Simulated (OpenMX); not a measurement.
**BN: band structure with PBE**

**Measured values to compare with.**

From a printed reference work, monograph, for a bulk crystal of BN at 300 K: band gap 6.4 eV (indirect).

BN:

```
N B
1.0
     0.00000    1.81300    1.81300
     1.81300    0.00000    1.81300
     1.81300    1.81300    0.00000
N B
1 1
Cartesian
  0.9065 0.9065 0.9065
  0.0000 0.0000 0.0000
```

The cell is a database's computed one.

* Program: OpenMX 3.8.5
* Task: band structure
* Functional: PBE
* Potentials or basis: OpenMX 2013 PBE set, N6.0-s3p2d2, B7.0-s3p2d2, grid cutoff 400 Ry
* k mesh: 13 × 13 × 13
* Occupations: fermi-dirac, width 0.05 eV
* Spin: no spin polarisation
* Mixing scheme: rmm-diisk
* SCF threshold: 1e-08 Ha
* Solver: band
* Max SCF cycles: 100

```
Pressure                : -0.1 GPa
Band gap on the k mesh  : 4.57 eV, indirect (least direct gap 8.80 eV)
Band gap along the path : 4.49 eV, indirect (least direct gap 8.80 eV)
Mulliken charges        : N -0.85; B +0.85 e
```

Levels at the corners of the path, in eV from the valence-band top:
| point | band 1 | band 2 | band 3 | band 4 | band 5 | band 6 | band 7 | band 8 | band 9 |
| --- | --- | --- | --- | --- | --- | --- | --- | --- | --- |
| Γ | -20.12 | 0.00 | 0.00 | 0.00 | 8.80 | 8.80 | 8.80 | 11.02 | 25.28 |
| X | -14.62 | -8.85 | -4.86 | -4.85 | 4.49 | 9.24 | 17.95 | 17.96 | 20.89 |
| W | -14.31 | -7.53 | -6.89 | -6.44 | 9.68 | 13.31 | 14.60 | 14.63 | 19.36 |
| K | -14.54 | -8.06 | -7.58 | -4.03 | 6.94 | 12.90 | 15.82 | 16.71 | 18.85 |
| Γ | -20.12 | 0.00 | 0.00 | 0.00 | 8.80 | 8.80 | 8.80 | 11.02 | 25.28 |
| L | -15.97 | -10.60 | -1.91 | -1.91 | 10.14 | 10.69 | 10.69 | 15.55 | 24.97 |
| U | -14.54 | -8.06 | -7.58 | -4.03 | 6.94 | 12.90 | 15.82 | 16.71 | 18.85 |
| W | -14.31 | -7.53 | -6.89 | -6.44 | 9.68 | 13.31 | 14.60 | 14.63 | 19.36 |
| L | -15.97 | -10.60 | -1.91 | -1.91 | 10.14 | 10.69 | 10.69 | 15.55 | 24.97 |
| K|U | -14.54 | -8.06 | -7.58 | -4.03 | 6.94 | 12.90 | 15.82 | 16.71 | 18.85 |
| X | -14.62 | -8.85 | -4.86 | -4.85 | 4.49 | 9.24 | 17.95 | 17.96 | 20.89 |

Run time: 4.8 min on 1 thread of Arm Neoverse V1, with other jobs on the host, peak memory 0.72 GiB.

Against the measured gap of BN, 6.4 eV (indirect; 300 K; a printed reference work, monograph), the calculated 4.49 eV is off by -1.91 eV. The value is that of PBE in an atomic basis (OpenMX 2013 PBE set, N6.0-s3p2d2, B7.0-s3p2d2, grid cutoff 400 Ry), whose error adds to the functional's,, without temperature or zero-point motion. Semilocal functionals fall short of measured gaps as a rule. The cell is a database's relaxed one, not the measured one, which moves gaps too.

Caveat: Mulliken charges move with the basis; the basis of atomic orbitals isn't converged, which shifts pressures, moduli and gaps.
